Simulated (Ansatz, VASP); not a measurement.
# Fe in VASP and in Ansatz

```
CELL_PARAMETERS angstrom
2.40034 0.00000 0.00000
0.00000 2.40034 0.00000
0.00000 0.00000 2.40034
ATOMIC_POSITIONS crystal
Fe 0.00000 0.00000 0.00000
```

Alike in both runs: functional RPBE; k mesh 13 × 13 × 13; occupations fermi-dirac, width 0.05 eV; collinear spin.

Ansatz relaxed the structure, and its values are those at the end. VASP's run is a single point on that final structure, the one shown.

```csv
,VASP,Ansatz
version,VASP 6.6.1,Ansatz 0.2.0
potentials or method,"VASP PAW PBE potentials, release 64 (Fe)","plane waves (420 eV) with PAW, scalar-relativistic"
plane-wave cutoff (eV),520,420
valence electrons in the cell,8,16
```

```tsv
	VASP	Ansatz	Ansatz less VASP
pressure (GPa)	-0.3	0.0	+0.28
net moment per atom (μB)	2.49	2.48	-0.007
size of the moment on the site where the two differ most (μB)	2.49	2.47	-0.014
```

Site moments also hang on the region over which each program counts them. The functional is the same, so the differences come from potentials, cutoffs and numerics. The two sets of potentials don't hold the same shells in valence.

Caveats: the PAW data sets were made with another functional, which shifts forces and pressure a little (VASP).
